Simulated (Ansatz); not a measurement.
## Zone-centre phonons of Ti at 22 GPa: input and output

Theory: DFT PBE, scalar-relativistic, plane waves, PAW in Ansatz.

Launched with:
```bash
ansatz run input.yaml --threads 1 --pin off --max-ram 3072MiB --backend cpu --events-out ev --progress --plain --runs-dir out
```

Input (bare energies are in eV):
```yaml
crystal:
  lattice:
    - [4.3526519759, 0.0, 0.0]
    - [-2.1763259879, 3.769507185, 0.0]
    - [0.0, 0.0, 2.7005255597]
  atoms:
    - { symbol: Ti, position: [0.0, 0.0, 0.0] }
    - { symbol: Ti, position: [0.3333333333, 0.6666666667, 0.5] }
    - { symbol: Ti, position: [0.6666666667, 0.3333333333, 0.5] }
basis:
  ecutwfc: 420
kpoints:
  mp_grid: { grid: [12, 12, 14] }
hamiltonian:
  xc: pbe
scf:
  occupations: { method: fermi_dirac, width: 0.15 }
output:
  eigenvalues: true
phonons:
  method: dfpt
  eigenvectors: true
```

Results section of the output:
```
--- Phonons (Γ-DFPT): 4 representative perturbations + reference, on 344 of 2016 k-points (Σ response iterations 12) ---
  k mesh reduced under 4 symmetry operations, with k and −k counted as one. Each operation leaves every solved displacement unchanged or reverses it
  ASR residual: 1.628e-3 → 0.000e0 eV/Å²; symmetrization residual: 7.885e-6 eV/Å²
  ASR residual per site (eV/Å²): 1.63e-3 1.62e-3 1.62e-3
  Γ frequencies (cm⁻¹): 0.00 0.00 0.00 135.32 231.80 231.80 234.81 234.81 248.86
  non-analytic LO–TO correction: not included (Born effective charges unavailable; polar crystals: no LO–TO splitting at Γ)
```

It took 90 s on 1 thread of Intel(R) Xeon(R) 6975P-C (Granite Rapids) (shared host), peak memory 1.5 GiB.

In a metal, frequencies and elastic constants depend on the k mesh and the smearing, soft modes and shear constants most. Other phases may be more stable at this pressure.

This form isn't the element's structure at ambient conditions.